Q: I have a crystal of lonsdaleite, the hexagonal relative of diamond, and I want to shift its band gap by straining it. Can I treat every strain as a pressure and read the gap from that?

A: For some strains the pressure gives you the sign and, roughly, the size. Compare the band gap change with the pressure change in these calculations, which use the PBE functional.

Lonsdaleite (carbon, 4-atom cell) under strain, calculated with Ansatz 0.2.0 (PBE, plane-wave PAW, 420 eV cutoff, 12×12×6 k mesh, no spin polarisation) on geometries relaxed with r2SCAN. Strain is per length, with the sides held if uniaxial and the normal free if epitaxial; shear is the engineering angle. Changes are relative to the unstrained cell.

```tsv
strain kind	strain (%)	band gap (eV)	band gap change (eV)	least direct gap change (eV)	pressure change (GPa)
epitaxial xy	-2	3.120	-0.203	-0.115	19.47
epitaxial xy	1.5	3.442	0.118	-0.232	-12.42
hydrostatic	-3	2.931	-0.393	0.108	48.41
hydrostatic	0.5	3.382	0.059	-0.019	-6.53
hydrostatic	1.5	3.502	0.179	-0.051	-18.45
hydrostatic	2.5	3.610	0.287	-0.089	-28.98
shear xy	5	3.139	-0.184	-0.697	0.89
uniaxial x	-5	2.774	-0.549	-0.522	26.10
uniaxial x	0.5	3.327	0.004	-0.094	-2.20
uniaxial x	2	3.347	0.024	-0.363	-8.38
uniaxial z	-1	3.296	-0.027	-0.115	4.70
```

In the hydrostatic, epitaxial and uniaxial z rows, stretching widens the gap and squeezing narrows it. The rate is roughly 6 to 10 meV per GPa, lowest for the squeeze along z. These strains all leave the hexagonal symmetry intact. PBE makes the gap itself too small, so I shall reason from its changes.

Q: That already puzzles me. Stretched bonds are weaker bonds, and I learned that weaker bonds bring bonding and antibonding states closer together. Why does the gap widen?

A: Because the gap doesn't join a bonding state to its antibonding partner. It runs from the valence top at Γ, where the electron wave repeats unchanged from cell to cell, to a conduction valley at K, where its phase turns by a third of a circle between neighbouring cells in the plane. The least direct gap, which under hydrostatic strain is taken at Γ, does follow your rule: it shrinks when the crystal expands evenly.

The hydrostatic row at -3 % shows where the difference arises. There the direct gap grows by 0.108 eV while the indirect gap loses 0.393 eV. Both start from the same valence top, so the K valley has dropped by $0.108+0.393\approx0.50$ eV relative to the lowest conduction state at Γ.

A likely reason is that the K state is partly bonding between more distant atoms, so that squeezing favours it over the antibonding state at Γ. The gaps alone don't test this picture. It resembles the known behaviour of silicon, whose conduction valley away from Γ also moves down towards the valence top under pressure. Don't carry the sign over to cubic diamond, though: its valley lies along the same direction as silicon's, yet its gap widens under pressure.

Q: Then what happens in the shear row? Its volume hardly changes.

A: Nor does its pressure, which rises by only 0.89 GPa. Even at the greatest rate found in the symmetric rows, that would narrow the gap by about 9 meV. The table has a loss of 184 meV. Something that responds to shape and not to volume must be at work.

The place to look is the valence top. Its states at Γ are built from carbon p orbitals lying in the hexagonal plane, and there are two of them, one for each in-plane direction. As long as the hexagonal symmetry holds, no direction in the plane is preferred and the two have the same energy. Shear makes the directions unequal, so one state rises and the other falls.

The gap is measured from whichever state is higher. It therefore shrinks when the pair splits, and to first order reversing the strain only exchanges the roles of the two states. This is why a change of shape costs gap for either sign, whereas a change of area can widen or narrow it.

Q: Can you see that splitting, or do you infer it from the gap?

A: It is visible in the levels of the uniaxial x calculation at +0.5 %, where the pair is 32 meV apart. The upper state should then lie half of that, 16 meV, above their mean. The loss in the shear row, scaled down in proportion to a strain of this size, is 18 meV. The valence splitting thus accounts for most of the shear effect, provided that it grows in proportion to the strain.

The lowest conduction level at Γ is a pair too, and in the same calculation it is split by 75 meV. This is why the least direct gap loses far more to a change of shape than the indirect gap does. Half of both splittings, scaled up to the shear row, gives a loss of 0.54 eV where the table has 0.697 eV, so at 5 % proportion is only a rough guide.

Q: Now my real experiment. I pulled along x by 2 % and the gap barely moved, but pushing by 5 % changed it a great deal. Is the crystal stiffer against pulling?

A: Stiffness isn't the point. Your strain does two things at once, and they work against each other in one direction only. Call the strain along x $s$, with the other sides held. It can be written as an equal strain $s/2$ along both in-plane axes, plus a change of shape that adds $s/2$ along x and takes $s/2$ away along y.

The table contains each part separately. The epitaxial rows strain both in-plane axes equally, and their height hardly responds, so they supply the first part at half the strain. A shear angle equal to $|s|$ is a change of shape of the same size as the second part, only turned within the plane. To first order a hexagonal crystal doesn't notice that turn.

For the push, $s=-5$ %, the epitaxial squeeze gives 101.5 meV per % and the shear row gives its loss directly:

$$\Delta E \approx -(2.5\times101.5)-184 \approx -438\ \text{meV}.$$

Both parts narrow the gap, so they add. For the pull by 2 %, the equal stretch widens the gap by 79 meV and the change of shape takes back 74 meV, which leaves almost nothing.

Q: How far should I trust that sum?

A: It explains the asymmetry, but it isn't a precise formula. Nothing was fitted, and the uniaxial x rows were not used to build it. For the push the table has a loss of 549 meV, so the estimate falls short by a fifth of that value. For the pull it leaves 5 meV where the table has 24 meV, as can happen when two nearly equal numbers are subtracted.

I suspect terms of second order in the strain. At that order a push along x and a shear of equal size need no longer act alike, and the shortfall is indeed largest at the largest strain. The printed output after this exchange lists the parts for all three uniaxial x rows.

Q: One more oddity. Under epitaxial strain the least direct gap falls whether I stretch or squeeze. Is the valence pair splitting there too?

A: No, because epitaxial strain keeps the two in-plane directions equal. The two rows don't lie on one branch. The direct gap loses 0.034 eV per % of hydrostatic stretch, yet it also loses 0.115 eV on the 1 % squeeze along z, so stretching the plane alone should cost about 0.15 eV per %. That gives a loss of 0.22 eV at +1.5 %, close to the table's 0.232 eV, and no change of state is needed there. At -2 % the same rate would give a gain of 0.30 eV where the table has a loss, so another transition has taken over. The expected one ends on a single conduction level at Γ that lies just above the pair, 0.28 eV above it in the hydrostatic +1.5 % calculation, and that comes down through the pair as the plane is squeezed. The gaps alone don't identify it.

Q: So what should I ask first about any new strain?

A: Leave aside strains that tilt the hexagonal axis, since the table has none. For any other, ask whether it leaves the two in-plane directions equal. If it does, stretching widens the gap and squeezing narrows it, as long as the plane and the hexagonal axis aren't strained strongly in opposite senses. In that case the two effects compete, and the volume change alone doesn't settle the sign. For the axis alone, the table offers a single squeeze of 1 %. If the strain makes the in-plane directions unequal, take the effect of the area and of the height, and subtract a loss that grows with the change of shape. In cubic diamond the question is stricter: three p-like states meet at the valence top, so even a squeeze along a single cube axis splits them.

A measured gap shift can't be turned into a pressure until the shape of the strain is known.

Printed output of the fit:

```
Rates of the gap change:
           row  strain in %  meV per % of strain  narrowing in meV per GPa
  epitaxial xy           -2                101.5                     10.43
  epitaxial xy          1.5                78.67                     9.501
   hydrostatic           -3                  131                     8.118
   hydrostatic          0.5                  118                     9.035
   hydrostatic          1.5                119.3                     9.702
   hydrostatic          2.5                114.8                     9.903
      shear xy            5                -36.8                     206.7
    uniaxial x           -5                109.8                     21.03
    uniaxial x          0.5                    8                     1.818
    uniaxial x            2                   12                     2.864
    uniaxial z           -1                   27                     5.745
Least narrowing per GPa where hexagonal symmetry stays (meV/GPa): 5.745
Greatest narrowing per GPa where hexagonal symmetry stays (meV/GPa): 10.43
Narrowing that the pressure of the shear row would give at the greatest rate (meV): 9.279
Uniaxial x -5 %, part from equal in-plane strain (meV): -253.8
Uniaxial x -5 %, part from change of shape (meV): -184
Uniaxial x -5 %, estimate (meV): -437.8
Uniaxial x -5 %, estimate less table (meV): 111.2
Uniaxial x +0.5 %, part from equal in-plane strain (meV): 19.67
Uniaxial x +0.5 %, part from change of shape (meV): -18.4
Uniaxial x +0.5 %, estimate less table (meV): -2.733
Uniaxial x +2 %, part from equal in-plane strain (meV): 78.67
Uniaxial x +2 %, part from change of shape (meV): -73.6
Uniaxial x +2 %, estimate (meV): 5.067
Uniaxial x +2 %, estimate less table (meV): -18.93
Splitting of the top valence pair at Γ, uniaxial x +0.5 % (meV): 32.44
Half of that splitting (meV): 16.22
```
